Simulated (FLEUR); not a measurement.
# MnS under changes of volume

One of the cells (17.667 Å³/atom); the others are scaled copies at fixed shape and fractional positions:

```
CELL_PARAMETERS angstrom
0.00000 2.60450 2.60450
2.60450 0.00000 2.60450
2.60450 2.60450 0.00000
ATOMIC_POSITIONS crystal
Mn 0.00000 0.00000 0.00000
S 0.50000 0.50000 0.50000
```

```yaml
Program: FLEUR MaX-R8.1 (later development tree)
Functional: LDA
Potentials_or_basis: all-electron
Basis: FLAPW
Kmax: 4.73 1/bohr
k_mesh: 9 × 9 × 9
Occupations: fermi-dirac, width 0.05 eV
Spin: collinear spin, ferromagnetic start
Starting_moments: "[4.0, 0.0] μB"
```

| volume (Å³/atom) | energy over the lowest point (meV/atom) | moment (μB per cell) |
| --- | --- | --- |
| 16.607 | 0.00 | 4.35 |
| 16.961 | 22.37 | 4.43 |
| 17.667 | ? | ? |
| 18.374 | 123.75 | 4.68 |
| 18.727 | 152.03 | 4.72 |

What does the run at 17.667 Å³/atom give?

Energy over the lowest point 70.90 meV/atom; moment 4.58 μB per cell.

Worked out: A Birch-Murnaghan fit of order 2 (a polynomial in V^(-2/3)) to the other rows has no minimum within the range. It gives 70.69 meV/atom at 17.667 Å³/atom, against the run's 70.90. A parabola through the other rows of the moment, of slope 0.175 μB per Å³/atom there, gives 4.57 μB, against the run's 4.58.

Energies are extrapolated to zero smearing.

Caveats: a cell with one magnetic atom can't hold antiferromagnetic order, which such compounds often take.
